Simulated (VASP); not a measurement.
# A slab model of a few sheets of PtSe2

Aim: model a few sheets of PtSe2 by a slab and find how far its highest filled level lies below the vacuum.

Method: PBE with D3(BJ); plane waves and PAW (Se, Pt), in VASP 6.6.1.

**1. Set-up**

The cell holds 6 atoms: 4 Se and 2 Pt. Its edges and angles: a = 3.724 Å, b = 3.724 Å, c = 22.593 Å, α = 90.0°, β = 90.0°, γ = 120.0°. It derives from PtSe2 (Sudovikovite). A few sheets cut from a layered arrangement of the crystal. Vacuum lies along c.

As a file:

```
Se Pt
1.0
     3.72400    0.00000    0.00000
    -1.86200    3.22508    0.00000
     0.00000    0.00000   22.59300
Se Pt
4 2
Cartesian
  0.0000 2.1501 15.0930
  1.8620 1.0750 12.5620
  0.0000 2.1501 10.0310
  1.8620 1.0750 7.5000
  0.0000 0.0000 13.8275
  0.0000 0.0000 8.7655
```

**2. Relaxing the slab**

All atoms relax at the fixed cell.

Input file INCAR:

```
SYSTEM = PtSe2
PREC = Normal
ENCUT = 300
EDIFF = 1E-05
NELM = 120
ISMEAR = 0
SIGMA = 0.05
LREAL = .FALSE.
ALGO = Fast
GGA = PE
IVDW = 12
NBANDS = 28
LASPH = .TRUE.
LORBIT = 11
LWAVE = .FALSE.
LCHARG = .FALSE.
KPAR = 2
IBRION = 2
NSW = 40
ISIF = 2
EDIFFG = -0.03
POTIM = 0.4
MAXMIX = 40
IDIPOL = 3
LDIPOL = .TRUE.
DIPOL = 0.5 0.5 0.5
```

Input file POSCAR:

```
PtSe2
1.0
    3.7240000000      0.0000000000      0.0000000000
   -1.8620000000      3.2250786040      0.0000000000
    0.0000000000      0.0000000000     22.5930000000
Se Pt
4 2
Direct
    0.3333333330      0.6666666670      0.6680387730
    0.6666666670      0.3333333330      0.5560129240
    0.3333333330      0.6666666670      0.4439870760
    0.6666666670      0.3333333330      0.3319612270
    0.0000000000      0.0000000000      0.6120258490
    0.0000000000      0.0000000000      0.3879741510
```

Input file KPOINTS:

```
Automatic mesh
0
Gamma
9 9 1
0 0 0
```

The projector-augmented-wave data sets are Se and Pt (PBE family, release 64).

Run with:

```sh
$ mpirun -np 2 vasp_std
```

The program printed:

```text
[banner, memory and clock lines left out]
running    2 mpi-ranks, on    1 nodes
 distrk:  each k-point on    1 cores,    2 groups
 distr:  one band on    1 cores,    1 groups

 POSCAR found type information on POSCAR SePt
 POSCAR found :  2 types and       6 ions
 LDA part: xc-table for (Slater+PW92), standard interpolation
 POSCAR, INCAR and KPOINTS ok, starting setup
 FFT: planning ... GRIDC
 FFT: planning ... GRID_SOFT
 FFT: planning ... GRID
 WAVECAR not read
 entering main loop
       N       E                     dE             d eps       ncg     rms          rms(c)
DAV:   1     0.256257373313E+03    0.25626E+03   -0.13269E+04   672   0.827E+02
DAV:   2    -0.586966607521E+01   -0.26213E+03   -0.25286E+03   920   0.200E+02
DAV:   3    -0.294894746320E+02   -0.23620E+02   -0.22999E+02   820   0.658E+01
DAV:   4    -0.300834803096E+02   -0.59401E+00   -0.58887E+00   836   0.108E+01
DAV:   5    -0.300986089642E+02   -0.15129E-01   -0.15121E-01   820   0.164E+00    0.183E+01
RMM:   6    -0.287875089925E+02    0.13111E+01   -0.89313E+00   672   0.142E+01    0.101E+01
RMM:   7    -0.285196565616E+02    0.26785E+00   -0.13317E+00   672   0.622E+00    0.456E+00
RMM:   8    -0.284497732290E+02    0.69883E-01   -0.12007E-01   676   0.207E+00    0.663E-01
RMM:   9    -0.284491360397E+02    0.63719E-03   -0.55660E-02   677   0.112E+00    0.247E-01
RMM:  10    -0.284496760710E+02   -0.54003E-03   -0.63218E-03   717   0.363E-01    0.229E-01
RMM:  11    -0.284498525752E+02   -0.17650E-03   -0.15545E-03   779   0.151E-01    0.255E-01
RMM:  12    -0.284506363654E+02   -0.78379E-03   -0.81891E-04   674   0.125E-01    0.380E-01
RMM:  13    -0.284500420929E+02    0.59427E-03   -0.33428E-04   672   0.874E-02    0.286E-01
RMM:  14    -0.284501449657E+02   -0.10287E-03   -0.57454E-05   536   0.331E-02    0.309E-01
RMM:  15    -0.284503803161E+02   -0.23535E-03   -0.83338E-05   634   0.408E-02    0.349E-01
RMM:  16    -0.284505979764E+02   -0.21766E-03   -0.66840E-05   601   0.325E-02    0.384E-01
RMM:  17    -0.284506188749E+02   -0.20899E-04   -0.88351E-06   407   0.120E-02    0.387E-01
RMM:  18    -0.284506499992E+02   -0.31124E-04   -0.51371E-06   391   0.899E-03    0.392E-01
RMM:  19    -0.284506515587E+02   -0.15595E-05   -0.12930E-06   282   0.526E-03
   1 F= -.30752233E+02 E0= -.30752233E+02  d E =-.307522E+02
 curvature:   0.00 expect dE= 0.000E+00 dE for cont linesearch  0.000E+00
 trial: gam= 0.00000 g(F)=  0.570E-01 g(S)=  0.000E+00 ort = 0.000E+00 (trialstep = 0.100E+01)
 search vector abs. value=  0.570E-01
 bond charge predicted
       N       E                     dE             d eps       ncg     rms          rms(c)
DAV:   1    -0.284842250297E+02   -0.33575E-01   -0.27860E+00   696   0.771E+00    0.715E-01
RMM:   2    -0.284896851464E+02   -0.54601E-02   -0.10065E-01   673   0.157E+00    0.397E-01
RMM:   3    -0.284997952239E+02   -0.10110E-01   -0.53345E-02   677   0.118E+00    0.136E+00
RMM:   4    -0.284948111840E+02    0.49840E-02   -0.67238E-03   672   0.457E-01    0.963E-01
RMM:   5    -0.284936618968E+02    0.11493E-02   -0.15747E-03   688   0.222E-01    0.782E-01
RMM:   6    -0.284929015421E+02    0.76035E-03   -0.30224E-03   681   0.306E-01    0.443E-01
RMM:   7    -0.284922856525E+02    0.61589E-03   -0.14999E-03   674   0.212E-01    0.201E-01
RMM:   8    -0.284922876602E+02   -0.20077E-05   -0.16253E-04   696   0.537E-02    0.202E-01
RMM:   9    -0.284922948702E+02   -0.72101E-05   -0.22664E-05   430   0.229E-02
   2 F= -.30792671E+02 E0= -.30792671E+02  d E =-.404382E-01
[...]
3 F= -.30802072E+02 E0= -.30802072E+02  d E =-.498397E-01
[...]
4 F= -.30804154E+02 E0= -.30804154E+02  d E =-.519213E-01
 curvature:  -1.02 expect dE=-0.429E-02 dE for cont linesearch -0.144E-06
 trial: gam= 0.07244 g(F)=  0.422E-02 g(S)=  0.000E+00 ort = 0.900E-04 (trialstep = 0.118E+01)
 search vector abs. value=  0.453E-02
 bond charge predicted
       N       E                     dE             d eps       ncg     rms          rms(c)
DAV:   1    -0.285066849008E+02   -0.17095E-02   -0.58810E-01   680   0.350E+00    0.215E-01
RMM:   2    -0.285117940737E+02   -0.51092E-02   -0.19553E-02   672   0.692E-01    0.752E-01
RMM:   3    -0.285086912633E+02    0.31028E-02   -0.26351E-02   672   0.675E-01    0.365E-01
RMM:   4    -0.285084102151E+02    0.28105E-03   -0.28064E-03   674   0.300E-01    0.290E-01
RMM:   5    -0.285083176281E+02    0.92587E-04   -0.19729E-03   672   0.190E-01    0.187E-01
RMM:   6    -0.285081912226E+02    0.12641E-03   -0.21144E-04   675   0.762E-02    0.201E-01
RMM:   7    -0.285079554137E+02    0.23581E-03   -0.27220E-04   680   0.705E-02    0.148E-01
RMM:   8    -0.285078267982E+02    0.12862E-03   -0.32055E-04   688   0.758E-02    0.601E-02
RMM:   9    -0.285078462060E+02   -0.19408E-04   -0.92121E-05   676   0.454E-02    0.243E-02
RMM:  10    -0.285078682602E+02   -0.22054E-04   -0.25056E-05   433   0.229E-02    0.288E-02
RMM:  11    -0.285078782985E+02   -0.10038E-04   -0.82303E-06   393   0.149E-02    0.124E-02
RMM:  12    -0.285078813326E+02   -0.30341E-05   -0.21521E-06   326   0.611E-03
   5 F= -.30806717E+02 E0= -.30806717E+02  d E =-.256264E-02
 trial-energy change:   -0.002563  1 .order   -0.002519   -0.004995   -0.000044
 step:   1.1924(harm=  1.1929)  dis= 0.00908  next Energy=   -30.806717 (dE=-0.256E-02)
 reached required accuracy - stopping structural energy minimisation
```

Run time: 50 s. Hardware: 2 MPI ranks of Intel Xeon 6975P-C (Granite Rapids), shared host; peak memory 0.38 GiB.

The logs omit lines about the potential files and the build; timing stands in the text.

Parts of OUTCAR (step 2):

```text
ion  position               nearest neighbor table
   1  0.333  0.667  0.668-   5 2.49   5 2.49   5 2.49
   2  0.667  0.333  0.556-   5 2.49   5 2.49   5 2.49
   3  0.333  0.667  0.444-   6 2.49   6 2.49   6 2.49
   4  0.667  0.333  0.332-   6 2.49   6 2.49   6 2.49
   5  0.000  0.000  0.612-   1 2.49   1 2.49   1 2.49   2 2.49   2 2.49   2 2.49
   6  0.000  0.000  0.388-   4 2.49   4 2.49   4 2.49   3 2.49   3 2.49   3 2.49

  LATTYP: Found a hexagonal cell.
 ALAT       =     3.7240000000
 C/A-ratio  =     6.0668635875

 Subroutine GETGRP returns: Found 12 space group operations
 (whereof 12 operations were pure point group operations)

The static configuration has the point symmetry D_3d.

 Found     12 irreducible k-points:

   k-points           NKPTS =     12   k-points in BZ     NKDIM =     12   number of bands    NBANDS=     28

   dimension x,y,z NGX =    16 NGY =   16 NGZ =   96
   dimension x,y,z NGXF=    32 NGYF=   32 NGZF=  192

   ENCUT  =  300.0 eV  22.05 Ry    4.70 a.u.   5.26  5.26 31.91*2*pi/ulx,y,z

   NELECT =      44.0000    total number of electrons

 k-points in reciprocal lattice and weights: Automatic mesh
   0.00000000  0.00000000  0.00000000       0.012
   0.11111111  0.00000000  0.00000000       0.074
   0.22222222 -0.00000000  0.00000000       0.074
   0.33333333  0.00000000  0.00000000       0.074
   0.44444444 -0.00000000  0.00000000       0.074
   0.11111111  0.11111111  0.00000000       0.074
   0.22222222  0.11111111  0.00000000       0.148
   0.33333333  0.11111111  0.00000000       0.148
   0.44444444  0.11111111  0.00000000       0.074
   0.22222222  0.22222222  0.00000000       0.074
   0.33333333  0.22222222  0.00000000       0.148
   0.33333333  0.33333333  0.00000000       0.025

 Edisp (eV)   -2.29917

 dipolmoment           0.000000      0.000000      0.000000 electrons x Angstroem

 average (electrostatic) potential at core
       1 -58.7517       2 -58.9595       3 -58.9595       4 -58.7517       5 -74.8271
       6 -74.8271

 E-fermi :   0.3545

 k-point     1 :       0.0000    0.0000    0.0000
  band No.  band energies     occupation
    ...
     18      -0.9618      2.00000
     19      -0.9618      2.00000
     20      -0.6885      2.00000
     21      -0.6885      2.00000
     22      -0.1169      2.00000
     23       1.9340      0.00000
     24       1.9340      0.00000
     25       2.4026      0.00000
     26       2.4026      0.00000
     27       3.9672      0.00000
    ...

 k-point     2 :       0.1111    0.0000    0.0000
  band No.  band energies     occupation
    ...
     18      -1.0879      2.00000
     19      -0.9722      2.00000
     20      -0.8502      2.00000
     21      -0.6808      2.00000
     22       0.1680      2.00000
     23       1.3477      0.00000
     24       1.6245      0.00000
     25       1.7264      0.00000
     26       2.2617      0.00000
     27       4.4015      0.00000
    ...

 k-point     3 :       0.2222   -0.0000    0.0000
  band No.  band energies     occupation
    ...
     18      -1.3446      2.00000
     19      -1.2109      2.00000
     20      -0.9806      2.00000
     21      -0.8749      2.00000
     22      -0.4973      2.00000
     23       0.5410      0.00000
     24       1.4610      0.00000
     25       1.4844      0.00000
     26       2.0945      0.00000
     27       4.7377      0.00000
    ...

 Edisp (eV)   -2.29884

  Total       0.09758     0.09758    -0.32810    -0.00000     0.00000     0.00000
  in kB       0.57617     0.57617    -1.93726    -0.00000     0.00000     0.00000
  external pressure =       -0.26 kB  Pullay stress =        0.00 kB

  energy-cutoff  :      300.00
  volume of cell :      271.35
      direct lattice vectors                 reciprocal lattice vectors
     3.724000000  0.000000000  0.000000000     0.268528464  0.155034981  0.000000000
    -1.862000000  3.225078604  0.000000000     0.000000000  0.310069962  0.000000000
     0.000000000  0.000000000 22.593000000     0.000000000  0.000000000  0.044261497

 POSITION                                       TOTAL-FORCE (eV/Angst)
 -----------------------------------------------------------------------------------
     -0.00000      2.15005     15.14186         0.000000      0.000000     -0.014316
      1.86200      1.07503     12.51775        -0.000000     -0.000000     -0.009914
     -0.00000      2.15005     10.07525         0.000000      0.000000      0.009914
      1.86200      1.07503      7.45114        -0.000000     -0.000000      0.014316
      1.86200      3.22508     13.81465         0.000000     -0.000000     -0.010945
      3.72400      0.00000      8.77835         0.000000     -0.000000      0.010945
 -----------------------------------------------------------------------------------
    total drift:                               -0.000000     -0.000000      0.000000

  FREE ENERGIE OF THE ION-ELECTRON SYSTEM (eV)
  ---------------------------------------------------
  free  energy   TOTEN  =       -30.8067165430 eV

  energy  without entropy=      -30.8067165392  energy(sigma->0) =      -30.80671654

 reached required accuracy - stopping structural energy minimisation

 vacuum level on the upper side and lower side of the slab         4.801         4.801

 total charge
# of ion       s       p       d       tot
------------------------------------------
    1        1.478   2.245   0.055   3.778
    2        1.485   2.232   0.068   3.785
    3        1.485   2.232   0.068   3.785
    4        1.478   2.245   0.055   3.778
    5        0.678   0.694   7.995   9.367
    6        0.678   0.694   7.995   9.367
--------------------------------------------------
tot          7.280  10.342  16.237  33.858

[... 3 further parts left out ...]
```

The gap is read on the k-mesh alone, so it is an upper bound where the band edges lie off the mesh. The run keeps the 12 symmetry operations of its start, so it cannot find a distortion of lower symmetry.

Relaxation path:

| step | energy less that of the first step (eV) | largest force (eV/Å) |
| --- | --- | --- |
| 1 | 0.0000 | 0.6648 |
| 2 | -0.0404 | 0.3003 |
| 3 | -0.0498 | 0.2475 |
| 4 | -0.0519 | 0.1627 |
| 5 | -0.0545 | 0.0143 |

The atoms that moved most (Å):

| atom | dx | dy | dz | length |
| --- | --- | --- | --- | --- |
| Se4 | 0.000 | 0.000 | -0.049 | 0.049 |
| Se1 | 0.000 | 0.000 | 0.049 | 0.049 |
| Se2 | 0.000 | 0.000 | -0.044 | 0.044 |
| Se3 | 0.000 | 0.000 | 0.044 | 0.044 |
| Pt6 | 0.000 | 0.000 | 0.013 | 0.013 |
| Pt5 | 0.000 | 0.000 | -0.013 | 0.013 |

The relaxed structure:

```xyz
6
Lattice="3.7240 0.0000 0.0000 -1.8620 3.2251 0.0000 0.0000 0.0000 22.5930" Properties=species:S:1:pos:R:3
Se    0.0000    2.1501   15.1419
Se    1.8620    1.0750   12.5177
Se    0.0000    2.1501   10.0753
Se    1.8620    1.0750    7.4511
Pt    0.0000    0.0000   13.8146
Pt    0.0000    0.0000    8.7784
```

This step gave:

```
electronic cycles                               : 67
electrons                                       : 44
free energy (TOTEN)                             : -30.81 eV
Fermi energy                                    : 0.3545 eV
labelled metallic, from the levels on this mesh : no
dipole moment                                   : 0, 0, 0 e·Å
gap on the k-mesh                               : 0.373 eV
least direct gap on the k-mesh                  : 0.8184 eV
```

The run ended after 5 ionic steps, 0.054 eV below its first step, once the forces on the free atoms met EDIFFG = -0.03.

Only the dipole across the slab is computed (IDIPOL = 3); zeros along the plane are no results.

(Part 1 of 3 ends here.)

[Lines on the potential files, build, host, timing and source positions are cut from VASP's logs without a mark.]

[Logs are printed without paths, hosts, clocks, repeated set-up lines and the standing remarks that a program may print on its own settings, such as how far it seeks lower states.]

[Hosts, paths, dates, database ids (printed as entryN), source tags and the programs' standing remarks are cut or masked in the printed files.]

[In band tables of VASP the shares of atoms and orbitals are scaled to a sum of 1 inside the atoms' spheres.]

[Runs that stopped without an error message from VASP are left out.]
